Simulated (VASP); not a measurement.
Input of a VASP 6.6.1 run:

The input INCAR:

```
PREC = Accurate
ENCUT = 350
EDIFF = 1E-7
ISMEAR = 0
SIGMA = 0.02
LREAL = F
LASPH = T
NELM = 60
ALGO = Fast
ISIF = 3
LWAVE = F
LCHARG = F
GGA = PE
IBRION = 2
NSW = 80
EDIFFG = -0.002
```

KPOINTS

```
Automatic mesh
0
Gamma
  8 8 8
```

File POSCAR:

```
SnTe
1.0
    0.0000000000      3.1508500000      3.1508500000
    3.1508500000      0.0000000000      3.1508500000
    3.1508500000      3.1508500000      0.0000000000
Sn Te
1 1
Direct
    0.0000000000      0.0000000000      0.0000000000
    0.5000000000      0.5000000000      0.5000000000
```

Potentials or basis: VASP PAW PBE potentials, release 64 (Sn_d, Te).

Command:

```console
$ cat potpaw_PBE.64/Sn_d/POTCAR potpaw_PBE.64/Te/POTCAR > POTCAR
$ mpirun -np 1 vasp_std > vasp.out
```

Task: Estimate the relaxed cell.

Result: a = 4.526 Å, b = 4.526 Å, c = 4.526 Å, α = 60.00°, β = 60.00°, γ = 60.00°.

Task: Predict the band gap on the k mesh.

Result: 0.04 eV, direct.

Task: Estimate the relaxed volume.

Result: 32.78 Å³/atom.

Task: Estimate the space group after relaxing (to 0.05 Å).

Result: Fm-3m (No. 225).

Final structure:
```
CELL_PARAMETERS angstrom
0.00000 3.20037 3.20037
3.20037 0.00000 3.20037
3.20037 3.20037 0.00000
ATOMIC_POSITIONS crystal
Sn 0.00000 0.00000 0.00000
Te 0.50000 0.50000 0.50000
```

Caveat: spin-orbit coupling is left out, which moves the levels of the heavy elements. A k mesh can miss the band edges.
